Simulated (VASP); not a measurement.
Here is a VASP 6.6.1 calculation.

Contents of INCAR:

```
ALGO = Fast
EDIFF = 1E-6
ENCUT = 300
GGA = PE
ISIF = 2
ISMEAR = 0
KPAR = 4
LASPH = True
LCHARG = False
LREAL = False
LWAVE = False
NBANDS = 18
NELM = 120
PREC = Accurate
SIGMA = 0.02
```

The input KPOINTS:

```
k-points
0
Gamma
  10 10 7
```

The input POSCAR:

```
P                                       
1.0
    1.6588370446     -5.0988726779     -0.0000000000
    1.6588370446      5.0988726779      0.0000000000
    0.0000000000     -0.0000000000      4.1712965232
  P             
     4
Direct
     0.1060452640824326    0.8939547359175675    0.0726360135275234
     0.6060452640824325    0.3939547359175674    0.4273639864724766
     0.8939547359175675    0.1060452640824326    0.9273639864724765
     0.3939547359175674    0.6060452640824325    0.5726360135275235
```

Potentials or basis: VASP PAW PBE potentials, release 64 (P).

Launch:

```bash
$ cat potpaw_PBE.64/P/POTCAR > POTCAR
$ mpirun -np 4 vasp_std > vasp.out
```

(1) Estimate the pressure.

(2) Predict the band gap on the k mesh.

(3) Predict the largest force.

Answers

(1) 3.5 GPa.

(2) none (metal or under the smearing width).

(3) 0.015 eV/Å.

Caveat: the cutoff is under 1.25 times the usual one of these potentials, so pressure, stress and relaxed cells hold a basis-set (Pulay) error.
